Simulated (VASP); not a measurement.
A run of VASP 6.6.1:

File INCAR:

```
SYSTEM = MoP
PREC     = Accurate       ! precision mode
ENCUT    = 520            ! plane-wave cutoff, eV
EDIFF    = 1E-7           ! SCF threshold, eV
ISMEAR   = 0              ! smearing method
SIGMA    = 0.1            ! smearing width, eV
LREAL    = .False.        ! projectors in reciprocal space
LASPH    = .True.         ! aspherical terms in the spheres
NELM     = 60             ! most SCF steps
ALGO     = Normal         ! electronic algorithm
ISIF     = 4              ! what is computed and relaxed
LWAVE    = .False.        ! write WAVECAR
LCHARG   = .False.        ! write CHGCAR
GGA      = PE             ! functional
IBRION   = 2              ! ionic algorithm
NSW      = 80             ! ionic steps
EDIFFG   = -0.002         ! ionic threshold
```

Contents of KPOINTS:

```
Automatic mesh
0
Gamma
  3 3 4
  0 0 0
```

Contents of POSCAR:

```
MoP                                     
1.0
    3.3148507394      0.0000000000      0.0000000000
   -1.6574253697      2.8707449538      0.0000000000
    0.0000000000      0.0000000000      3.2931166288
  Mo              P             
     1     1
Direct
     0.0000000000000000    0.0000000000000000    0.0000000000000000
     0.3333333300000021    0.6666666699999979    0.5000000000000000
```

Potentials or basis: VASP PAW PBE potentials, release 64 (Mo_sv, P).

Command:

```sh
$ cat potpaw_PBE.64/Mo_sv/POTCAR potpaw_PBE.64/P/POTCAR > POTCAR
$ mpirun -np 1 vasp_std > vasp.out
```

Hardware: 1 thread of Intel(R) Xeon(R) 6975P-C (Granite Rapids), on a shared host.

How long does it take, and how much memory?

Run time: 6.2 s on 1 thread of Intel(R) Xeon(R) 6975P-C (Granite Rapids), on a shared host, peak memory 0.15 GiB. Counts: scf iterations 27, k points 9, ion steps 3.
